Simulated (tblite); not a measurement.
# How the settings of tblite move a run on MgTe

Simulated with tblite 0.8.0. This is a test of settings. The cell began as a measured structure and was relaxed with r2SCAN in plane waves (Ansatz 0.2.0). All runs are without spin polarisation.

It is hexagonal, P6_3mc (No. 186); conventional cell a = 4.578 Å, c = 7.456 Å, 33.82 Å³ an atom. Around Mg lie 4 Te at 2.80 Å; around Te lie 4 Mg at 2.80 Å.

The base run uses GFN1-xTB on a cluster of 72 atoms.

```python
import json
from ase import Atoms
from ase.build import make_supercell
from ase.units import Bohr, GPa, Hartree
from tblite.interface import Calculator

atoms = Atoms(['Mg', 'Mg', 'Te', 'Te'],
              cell=[[4.57751042, 0.0, 0.0], [-2.28875521, 3.96424031, 0.0], [0.0, 0.0, 7.45557525]],
              scaled_positions=[[0.333333333, 0.666666667, 0.004397737], [0.666666667, 0.333333333, 0.504397737], [0.333333333, 0.666666667, 0.380602263], [0.666666667, 0.333333333, 0.880602263]],
              pbc=True)
cluster = make_supercell(atoms, [[3, 0, 0], [0, 3, 0], [0, 0, 2]])
calc = Calculator('GFN1-xTB', cluster.numbers, cluster.positions / Bohr, lattice=cluster.cell[:] / Bohr, periodic=cluster.pbc)
calc.set('temperature', 0.02 / Hartree)
calc.set('max-iter', 150)
res = calc.singlepoint()
levels = res.get('orbital-energies') * Hartree
nv = round(res.get('orbital-occupations').sum() / 2)
cells = len(cluster) // len(atoms)
out = {'energy_per_cell': res.get('energy') * Hartree / cells, 'homo': levels[nv - 1], 'lumo': levels[nv],
       'stress': (-res.get('virial') * Hartree / cluster.get_volume() / GPa).tolist(), 'charges': res.get('charges')[:len(atoms)].tolist(), 'electrons': 2 * nv / cells}
json.dump(out, open('results.json', 'w'))
for key, value in out.items():
    print(key, value)
```

Command: `python run.py`. It took 2.6 s on 1 thread of Arm Neoverse V2, on a shared host, peak memory 0.12 GiB.

It converged with a gap of 1.34 eV and a pressure of -5.99 GPa (positive in compression). xTB was fitted to molecules, so gaps, charges and pressures of solids can be far off.

Each further run moved one setting: mixer-damping (damping of the charge mixer); method (Hamiltonian); temperature (electronic temperature in eV); max-iter (limit on cycles); cluster (size of the cluster in conventional cells). Changes are from the base run, which isn't itself converged in every setting; energies of another Hamiltonian, functional, basis or charge aren't compared, and those at a high electronic temperature are mostly its entropy term.

```tsv
setting	how it ended	gap change (eV)	energy change (meV/atom)	pressure change (GPa)	time (s)
mixer-damping = 0.7	converged	0.00	0.0	0.00	2.7
method = IPEA1-xTB	converged	0.44	–	3.64	2.6
temperature = 0.3	converged	0.04	-5.5	0.23	2.6
max-iter = 5 (poor on purpose)	not converged	–	–	–	2.5
cluster = 1x1x1 (poor on purpose)	converged	-1.34	3366.0	26.67	0.68
```

mixer-damping = 0.7 changes nothing that matters here. With max-iter = 5 the cycle ended unconverged.

The end of the log, shortened, for max-iter = 5:

```
------------------------------------------------------------
  cycle        total energy    energy error   density error
------------------------------------------------------------
      1     -166.5203042734  -1.6630162E+02   7.2075027E-01
      2     -167.5088817129  -9.8857744E-01   3.1913555E-01
      3     -167.5208121782  -1.1930465E-02   1.5534435E-01
      4     -167.5311017003  -1.0289522E-02   1.8799669E-03
      5     -167.5311380850  -3.6384682E-05   1.1210722E-04
------------------------------------------------------------
 total:                                   1.938 sec
tblite.exceptions.TBLiteRuntimeError: SCF not converged in 5 cycles
```

No spin-orbit coupling is included; it can move band edges with weight on the heavy atoms by tenths of an eV.
